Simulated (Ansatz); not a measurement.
Runs of Ansatz 0.2.0 on Au. The structure is cubic, space group Im-3m (No. 229). The conventional cell has a = 3.315 Å, b = 3.315 Å, c = 3.315 Å, α = 90.00°, β = 90.00°, γ = 90.00°. Au (site symmetry m-3m) has 8 Au at 2.87 Å as nearest neighbours. This isn't the form of Au at room conditions, which is fcc.

```csv
level,gap on the mesh (eV),pressure (GPa),relaxed volume (Å³/atom)
revPBE+D3(BJ),none,0.0,(a)
revPBE+D4,none,0.0,17.29
RPBE+D4,none,0.0,17.29
PBEsol+D3(BJ),none,0.0,16.51
BLYP+D3(BJ),none,0.0,17.70
```

Alike in all rows: task relaxation of cell and atoms; potentials or basis Ansatz PAW; no spin polarisation; cell relaxed; k mesh 11 × 11 × 11; cutoff (eV) 420; smearing fermi-dirac 0.05 eV.

**Question.** Fill in the values left out.

**Answer.** (a) 17.04.

Caveats: the plane-wave basis is chosen anew once the cell has moved, so the energies of steps on either side of that aren't comparable; pairwise dispersion overbinds metals, which lowers pressure and volume; the PAW data sets come from PBE, with cores solved anew for the run's functional, which leaves a small shift of forces and pressure.

A k mesh can miss the band edges, and the runs leave out spin-orbit coupling on Au.

A gap of «none» marks a metal or a gap under the smearing width.

Runs at the PBE level aren't shown here.
